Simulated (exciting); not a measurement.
# Mg: optical spectrum with LDA

Crystal: Mg.

```
CELL_PARAMETERS angstrom
3.20930 0.00000 0.00000
-1.60465 2.77934 0.00000
0.00000 0.00000 5.21030
ATOMIC_POSITIONS crystal
Mg 0.66667 0.33333 0.75000
Mg 0.33333 0.66667 0.25000
```

```json
{
  "Program": "exciting (release sodium)",
  "Task": "optical spectrum",
  "Functional": "LDA",
  "Potentials or basis": "all-electron LAPW+lo, shipped species files, valence relativity iora*",
  "rgkmax": "6.5",
  "k mesh": "10 × 10 × 5, shifted",
  "Occupations": "gaussian, width 0.136 eV",
  "Spin": "no spin polarisation",
  "outputlevel": "low",
  "Top of the spectrum (Ha)": "0.5 Ha",
  "Broadening (Ha)": "0.02 Ha",
  "gmaxvr (cutoff of density and potential)": "14 1/bohr",
  "lmaxapw (and lmaxmat)": "10",
  "lmaxvr": "8",
  "nempty": "28",
  "Valence relativity": "iora*",
  "epsengy": "1e-05 Ha",
  "epspot": "1e-05 Ha",
  "maxscl": "60",
  "Muffin-tin radii": "Mg 2.0 bohr"
}
```

```
Density of states at the Fermi level : 0.93 states/eV per cell
```

Levels at points of the mesh, in eV from the Fermi level:
| k point | band 8 | band 9 | band 10 | band 11 | band 12 | band 13 |
| --- | --- | --- | --- | --- | --- | --- |
| (0.00, 0.00, 0.50) | -42.78 | -5.52 | -5.52 | 4.94 | 4.94 | 11.55 |
| (0.50, 0.00, 0.50) | -42.78 | -1.09 | -1.09 | -0.51 | -0.51 | 7.87 |

Dielectric function (mean over the directions given):
```tsv
energy (eV)	real part	imaginary part
0.27	27.31	10.70
0.95	1.93	19.25
1.63	-2.73	8.54
2.31	-2.96	4.45
3.06	-1.88	1.84
3.74	-1.03	1.08
4.42	-0.55	0.64
5.10	-0.15	0.40
5.85	0.13	0.28
6.53	0.30	0.21
7.21	0.42	0.16
7.89	0.52	0.12
8.64	0.60	0.10
9.32	0.66	0.07
10.00	0.71	0.07
10.68	0.74	0.06
11.43	0.78	0.05
12.11	0.81	0.04
12.79	0.83	0.04
13.54	0.85	0.03
```

It took 59 s on 1 thread of Arm Neoverse V1 (shared host), peak memory 0.3 GiB.

Caveat: the log's total energy holds no entropy term; the free energy is that total less TS from the occupations; the intraband (Drude) term of the metal is left out; spectra need much finer meshes, so this one isn't converged; independent-particle spectra lack excitons.
